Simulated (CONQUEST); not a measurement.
Crystal: Pt.

```
CELL_PARAMETERS angstrom
3.16844 0.00000 0.00000
0.00000 3.16844 0.00000
0.00000 0.00000 3.16844
ATOMIC_POSITIONS crystal
Pt 0.00000 0.00000 0.00000
Pt 0.50000 0.50000 0.50000
```

This isn't the form of Pt at room conditions, which is fcc.

```yaml
Program: CONQUEST 1.3
Task: single point
Functional: PBEsol
Potentials_or_basis: PseudoDojo NC PBEsol, DZP, grid cutoff 120 Ha
k_mesh: 8 × 8 × 8
Occupations: fermi-dirac, width 0.05 eV
Spin: no spin polarisation
```

On this cell: pressure -9.0 GPa; largest force zero by symmetry; band gap on the k mesh none (metal or under the smearing width).

The same run follows on a disturbed copy (atoms of the box moved at random, drawn with an rms of 0.05 Å):

```xyz
2
Lattice="3.1684 0.0000 0.0000 0.0000 3.1684 0.0000 0.0000 0.0000 3.1684" Properties=species:S:1:pos:R:3 pbc="T T T"
Pt    0.0016    0.0002    0.0300
Pt    1.5845    1.6242    1.5657
```

What changes?

The energy (extrapolated to zero smearing) moves by +5.7 meV/atom; pressure -8.4 GPa; largest force 0.417 eV/Å; band gap on the k mesh none (metal or under the smearing width).

Forces on the atoms (eV/Å):
```
Pt  -0.011  0.248 -0.334
Pt   0.008 -0.264  0.323
```

Stress tensor (GPa, compression positive):
```
-8.53 -0.01  0.01
-0.01 -8.35 -0.43
 0.01 -0.43 -8.37
```

Caveats: the basis of atomic orbitals isn't converged, which shifts pressures, moduli and gaps; the box holds several primitive cells, so bands are folded and the points are those of the box's own zone (some runs).
